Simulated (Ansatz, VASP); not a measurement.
Two plane-wave programs on Pd

Contents of INCAR:

```
PREC     = Accurate       # precision mode
ENCUT    = 520            # plane-wave cutoff, eV
EDIFF    = 1E-7           # SCF threshold, eV
ISMEAR   = -1             # smearing method
SIGMA    = 0.05           # smearing width, eV
LREAL    = F              # projectors in reciprocal space
LASPH    = T              # aspherical terms in the spheres
NELM     = 100            # most SCF steps
ALGO     = Normal         # electronic algorithm
ISIF     = 2              # what is computed and relaxed
LWAVE    = F              # write WAVECAR
LCHARG   = T              # write CHGCAR
GGA      = PE             # functional
LELF     = T              # ELF
LVHAR    = T            
NBANDS   = 11             # bands
```

The input KPOINTS:

```
Automatic mesh
0
Gamma
  12 12 12
```

Contents of POSCAR:

```
Pd
1.0
   -0.0111260000      1.9552170000      1.9418620000
    1.9710740000      0.0063410000      1.9243950000
    1.9644410000      1.9311180000      0.0129730000
Pd
1
Direct
    0.0238370000     -0.0169870000     -0.0029670000
```

input.yaml

```yaml
crystal:
  lattice:
    - [-0.011126, 1.955217, 1.941862]
    - [1.971074, 0.006341, 1.924395]
    - [1.964441, 1.931118, 0.012973]
  atoms:
    - { symbol: Pd, position: [0.023837, -0.016987, -0.002967] }
hamiltonian:
  xc: pbe
  pseudopotentials: { kind: paw }
kpoints:
  mp_grid: { grid: [12, 12, 12] }
scf:
  occupations: { method: fermi_dirac, width: 0.05 }
output:
  forces: true
  stress: true
  eigenvalues: true
```

Change from the starting cell: cell strained at random at fixed volume.

Alike in both runs: task single point; functional PBE; k mesh 12 × 12 × 12; occupations fermi-dirac, width 0.05 eV; no spin polarisation.

|  | VASP | Ansatz |
| --- | --- | --- |
| version | VASP 6.6.1 | Ansatz 0.2.0 |
| potentials or method | VASP PAW PBE potentials, release 64 (Pd) | Ansatz PAW |
| plane-wave cutoff (eV) | 520 | 420 |
| valence electrons in the cell | 10 | 18 |

VASP gave:

- gap on the k mesh at the Fermi level (eV): none
- pressure (GPa): 6.7
- largest component of the traceless stress (GPa): 1.39

Q: Estimate Ansatz's values.

A: gap on the k mesh at the Fermi level (eV): none; pressure (GPa): 7.0; largest component of the traceless stress (GPa): 1.39.

A gap of «none» marks a metal or a gap that the smearing closes. The two sets of potentials don't hold the same shells in valence.
